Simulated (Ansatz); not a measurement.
# HfN (rocksalt type): the cost of one run

Computed with Ansatz 0.2.0 (DFT, PBE, PAW with Ansatz's default frozen-core files, scalar-relativistic, unless a step's input says otherwise).

### Step 1. The starting structure

Symmetry: Fm-3m, No. 225, cubic system. The conventional cell has a = 4.309 Å, b = 4.309 Å, c = 4.309 Å, α = 90.00°, β = 90.00°, γ = 90.00°. Hf (site symmetry m-3m) is surrounded by 6 N at 2.15 Å. N (site symmetry m-3m) has 6 Hf at 2.15 Å as nearest neighbours.

As a file:

```xyz
2
Lattice="0.0000 2.1544 2.1544 2.1544 0.0000 2.1544 2.1544 2.1544 0.0000" Properties=species:S:1:pos:R:3 pbc="T T T"
Hf    0.0000    0.0000    0.0000
N     2.1544    2.1544    2.1544
```

Atoms are numbered in the order of the input: Hf1, N2.

### Step 2. Cell relaxed at zero pressure, PAW

input.yaml

```yaml
crystal:
  lattice:
    - [0.0, 2.15443469, 2.15443469]
    - [2.15443469, 0.0, 2.15443469]
    - [2.15443469, 2.15443469, 0.0]
  atoms:
    - { symbol: Hf, position: [0.0, 0.0, 0.0] }
    - { symbol: "N", position: [0.5, 0.5, 0.5] }
kpoints:
  mp_grid: { grid: [16, 16, 16] }
scf:
  occupations: { method: fermi_dirac, width: 0.05 }
hamiltonian:
  xc: pbe
  pseudopotentials: { kind: paw }
output:
  forces: true
  stress: true
  write_density: true
  write_potential: true
  elf: true
  volumetric_format: npy
relax:
  f_tol: 0.005
  max_steps: 40
  cell: {}
```

Started as:

```console
> ansatz run input.yaml --threads 1 --pin off --max-ram 3584MiB --backend cpu --events-out ev --progress --plain --runs-dir out
```

**Question.** How long does this run take on 1 thread of Intel Xeon Platinum 8375C at 2.90GHz (Ice Lake), shared host, and how much memory does it need?

About 24 s, with a peak of 0.42 GiB.
